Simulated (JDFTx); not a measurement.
CoO:

```
CELL_PARAMETERS angstrom
0.00000 2.13150 2.13150
2.13150 0.00000 2.13150
2.13150 2.13150 0.00000
ATOMIC_POSITIONS crystal
Co 0.00000 0.00000 0.00000
O 0.50000 0.50000 0.50000
```

| Quantity | Value |
| --- | --- |
| Program | JDFTx 1.7.0 (patched build) |
| Task | relaxation of cell and atoms |
| Functional | PBE |
| Potentials or basis | PseudoDojo-SR-PBE-0.5-standard with smoothed tails |
| Cutoff | 1306 eV |
| Density cutoff | 10449 eV |
| k mesh | 7 × 7 × 7 |
| Occupations | fermi-dirac, width 0.05 eV |
| Spin | no spin polarisation |

At the start: pressure -19.8 GPa; volume 9.68 Å³/atom.

**Question.** Where does the relaxation end?

**Answer.** Over 6 steps the energy falls by 74.7 meV/atom and the volume is 8.60 Å³/atom (-11.2 %); space group Fm-3m (No. 225, to 0.05 Å).

Step by step:
| step | energy change (eV) | largest force (eV/Å) | pressure (GPa) | volume (Å³) |
| --- | --- | --- | --- | --- |
| 1 | 0.0000 | 0.0000 | -19.84 | 19.37 |
| 2 | -0.0656 | 0.0000 | -15.69 | 18.78 |
| 3 | -0.1479 | 0.0000 | 2.51 | 17.01 |
| 4 | -0.1494 | 0.0000 | -0.11 | 17.20 |
| 5 | -0.1494 | 0.0000 | 0.05 | 17.20 |
| 6 | -0.1494 | 0.0000 | 0.01 | 17.20 |

Final structure:
```
Co O
1.0
     0.00000    2.04872    2.04872
     2.04872    0.00000    2.04872
     2.04872    2.04872    0.00000
Co O
1 1
Cartesian
  0.0000 0.0000 0.0000
  2.0487 2.0487 2.0487
```

Caveat: the k mesh is coarse (spacing up to 0.36 Å⁻¹), so the values aren't converged; the plane waves are those of the starting cell, so after so large a change of volume the result is rough; an odd number of electrons without spin polarisation forces a metal; a magnetic or distorted state may lie lower; the run has no spin polarisation, though such a crystal can be magnetic.
